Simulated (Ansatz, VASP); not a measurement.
# Two plane-wave programs on VH2

```
V H
1.0
     0.00000    2.08225    2.08225
     2.08225    0.00000    2.08225
     2.08225    2.08225    0.00000
V H
1 2
Direct
  0.00000 0.00000 0.00000
  0.25000 0.25000 0.25000
  0.75000 0.75000 0.75000
```

Alike in both runs: functional PBEsol; k mesh 13 × 13 × 13; occupations fermi-dirac, width 0.05 eV; collinear spin.

Ansatz relaxed the structure, and its values are those at the end. VASP's run is a single point on that final structure, the one shown.

```csv
,VASP,Ansatz
version,VASP 6.6.1,Ansatz 0.2.0
potentials or method,"VASP PAW PBE potentials, release 64 (V_sv, H)","PAW with Ansatz's default frozen-core files, scalar-relativistic"
plane-wave cutoff (eV),520,420
valence electrons in the cell,15,15
```

Ansatz gave:

| Item | Value |
| --- | --- |
| pressure (GPa) | 0.0 |
| net moment per atom (μB) | 0.00 |

Estimate VASP's values.

pressure (GPa): 0.1; net moment per atom (μB): 0.00.

Ansatz warned: «seeded_moment_not_kept».

Caveats: the PAW data sets were made with another functional, which shifts forces and pressure a little (VASP).
